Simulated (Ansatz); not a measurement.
# Moving the functional in Os

```cif
data_structure
_symmetry_space_group_name_H-M 'P 1'
_symmetry_Int_Tables_number 1
_cell_length_a 2.7341
_cell_length_b 2.7341
_cell_length_c 4.3197
_cell_angle_alpha 90.000
_cell_angle_beta 90.000
_cell_angle_gamma 120.000
_cell_volume 27.96
loop_
_atom_site_label
_atom_site_type_symbol
_atom_site_fract_x
_atom_site_fract_y
_atom_site_fract_z
_atom_site_occupancy
Os1 Os 0.66667 0.33333 0.75000 1
Os2 Os 0.33333 0.66667 0.25000 1
```

Kept alike: task band structure; k mesh 11 × 11 × 6; occupations fermi-dirac, width 0.05 eV; no spin polarisation. Program: Ansatz, all-electron LAPW, scalar-relativistic. The mesh is that of the run's cell of 2 atoms. No spin-orbit coupling.

```csv
functional,pressure (GPa)
LDA,-8.64
PBE,8.80
PBEsol,-2.66
```

Pressure is positive in compression. For a metal such a mesh leaves the last digits unconverged.

Task: What does the functional change here?

Result: The pressure runs from -8.64 (LDA) to 8.80 GPa (PBE). From PBE: LDA -17.44; PBEsol -11.46. A positive pressure means that the functional's own cell is larger than the one given, a negative one that it is smaller.
